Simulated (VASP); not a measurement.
## A VASP 6.6.1 single-point calculation on CuI

INCAR

```
ENCUT = 520
NELM = 78
GGA = PE
ISIF = 2
EDIFF = 1E-7
PREC = Accurate
NSW = 0
LCHARG = .FALSE.
NBANDS = 16
LREAL = .FALSE.
IBRION = -1
LASPH = .FALSE.
LWAVE = .FALSE.
ISMEAR = -5
SIGMA = 0.01
LMAXMIX = 4
```

KPOINTS

```
KPOINTS created by Atomic Simulation Environment
0
Gamma
8 8 8
0 0 0
```

POSCAR

```
Cu I
 1.0000000000000000
     0.0000000000000000    3.0120291186310792    3.0120291186310792
     3.0120291186310792    0.0000000000000000    3.0120291186310792
     3.0120291186310792    3.0120291186310792    0.0000000000000000
 Cu  I
   1   1
Cartesian
  0.0000000000000000  0.0000000000000000  0.0000000000000000
  1.5060145593155396  1.5060145593155396  1.5060145593155396
```

The recommended PBE PAW datasets give the neutral cell 18 valence electrons.

Command

```
mpirun -np 1 vasp_std
```

OSZICAR

```
N       E                     dE             d eps       ncg     rms          rms(c)
DAV:   1     0.102399163425E+03    0.10240E+03   -0.79713E+03   928   0.121E+03
DAV:   2     0.119767900735E+01   -0.10120E+03   -0.93079E+02   968   0.234E+02
DAV:   3    -0.556497846412E+01   -0.67627E+01   -0.66663E+01  1256   0.658E+01
DAV:   4    -0.578111586479E+01   -0.21614E+00   -0.21606E+00  1216   0.104E+01
DAV:   5    -0.578577368405E+01   -0.46578E-02   -0.46577E-02  1360   0.152E+00    0.542E+00
DAV:   6    -0.570757307707E+01    0.78201E-01   -0.27711E+00   952   0.451E+01    0.350E+00
DAV:   7    -0.555683486081E+01    0.15074E+00   -0.66535E-01   992   0.271E+01    0.175E+00
DAV:   8    -0.555800524885E+01   -0.11704E-02   -0.36434E-02  1456   0.269E+00    0.444E-01
DAV:   9    -0.555554008895E+01    0.24652E-02   -0.93717E-03  1176   0.286E+00    0.132E-01
DAV:  10    -0.555572454243E+01   -0.18445E-03   -0.58684E-04  1152   0.187E-01    0.439E-02
DAV:  11    -0.555572974655E+01   -0.52041E-05   -0.21448E-04  1184   0.417E-01    0.298E-02
DAV:  12    -0.555572986716E+01   -0.12061E-06   -0.18198E-05  1456   0.509E-02    0.250E-02
DAV:  13    -0.555572799135E+01    0.18758E-05   -0.42304E-06  1272   0.627E-02    0.801E-03
DAV:  14    -0.555572873717E+01   -0.74583E-06   -0.42804E-06  1496   0.480E-02    0.538E-03
DAV:  15    -0.555572873127E+01    0.59067E-08   -0.30188E-07  1288   0.106E-02
   1 F= -.55557287E+01 E0= -.55557287E+01  d E =0.000000E+00
```

From OUTCAR

```
k-points           NKPTS =     29   k-points in BZ     NKDIM =     29   number of bands    NBANDS=     16

   NELECT =      18.0000    total number of electrons

   dimension x,y,z NGX =    32 NGY =   32 NGZ =   32
   dimension x,y,z NGXF=    64 NGYF=   64 NGZF=   64

  energy-cutoff  :      520.00
  volume of cell :       54.65
      direct lattice vectors                 reciprocal lattice vectors
     0.000000000  3.012029119  3.012029119    -0.166001051  0.166001051  0.166001051
     3.012029119  0.000000000  3.012029119     0.166001051 -0.166001051  0.166001051
     3.012029119  3.012029119  0.000000000     0.166001051  0.166001051 -0.166001051

 k-points in reciprocal lattice and weights: KPOINTS created by Atomic Simulation Env
   0.00000000  0.00000000  0.00000000       0.002
   0.12500000  0.00000000  0.00000000       0.016
   0.25000000  0.00000000  0.00000000       0.016
   0.37500000  0.00000000  0.00000000       0.016
   0.50000000  0.00000000  0.00000000       0.008
   0.12500000  0.12500000  0.00000000       0.012
   0.25000000  0.12500000  0.00000000       0.047
   0.37500000  0.12500000  0.00000000       0.047
   ...

 E-fermi :   4.6592

 k-point     1 :       0.0000    0.0000    0.0000
  band No.  band energies     occupation
      1      -9.4713      2.00000
      2       0.9148      2.00000
      3       0.9148      2.00000
      4       0.9148      2.00000
      5       2.7084      2.00000
      6       2.7084      2.00000
      7       4.6416      2.00000
      8       4.6416      2.00000
      9       4.6416      2.00000
     10       5.8363      0.00000
     11       9.4918      0.00000
     12       9.4918      0.00000
     13       9.4918      0.00000
     14      12.8476      0.00000
     15      14.2530      0.00000
     16      14.2530      0.00000

 k-point     2 :       0.1250    0.0000    0.0000
  band No.  band energies     occupation
      1      -9.3956      2.00000
      2       0.6185      2.00000
      3       0.9213      2.00000
      4       0.9213      2.00000
      5       2.7020      2.00000
      6       2.7020      2.00000
      7       3.9998      2.00000
      8       4.5205      2.00000
      9       4.5205      2.00000
     10       6.5321      0.00000
     11       9.4160      0.00000
     12       9.7144      0.00000
     13       9.7144      0.00000
     14      13.5785      0.00000
     15      13.5785      0.00000
     16      13.6066      0.00000

 k-point     3 :       0.2500    0.0000    0.0000
  band No.  band energies     occupation
      1      -9.2011      2.00000
      2      -0.0900      2.00000
      3       0.9336      2.00000
      4       0.9336      2.00000
      5       2.6989      2.00000
      6       2.6989      2.00000
      7       3.3134      2.00000
      8       4.2545      2.00000
      9       4.2545      2.00000
     10       6.9498      0.00000
     11      10.0555      0.00000
     12      10.0555      0.00000
     13      10.1584      0.00000
     14      13.3764      0.00000
     15      13.3764      0.00000
     16      13.5694      0.00000

 ...

  Total        0.4003593      0.4003593      0.4003593      0.0000000      0.0000000     -0.0000000
  in kB       11.7368880     11.7368880     11.7368880      0.0000000      0.0000000     -0.0000000
  external PRESSURE =      11.7368880 kB  Pullay stress =       0.0000000 kB

 POSITION                                       TOTAL-FORCE (eV/Angst)
 -----------------------------------------------------------------------------------
      0.00000      0.00000      0.00000        -0.000000     -0.000000      0.000000
      1.50601      1.50601      1.50601         0.000000      0.000000     -0.000000
 -----------------------------------------------------------------------------------
    total drift:                               -0.000001     -0.000001     -0.000001

  FREE ENERGIE OF THE ION-ELECTRON SYSTEM (eV)
  ---------------------------------------------------
  free  energy   TOTEN  =        -5.5557287313 eV

  energy  without entropy=       -5.5557287313  energy(sigma->0) =       -5.55572873
```

It converged. Results: gap between bands v and c on the k mesh 1.19 eV; least direct gap on the k mesh 1.19 eV; pressure 1.2 GPa. Band v is the last that the valence electrons fill when counted band by band, and c is the next.

For comparison, a separate PBE run of the intended cell, on usual settings and not on those above, gives a gap of 1.20 eV on its mesh and a pressure of 1.2 GPa.

The run above took about 22 s on one core of a shared host (Intel Xeon Platinum 8488C) and held 0.17 GiB at most.
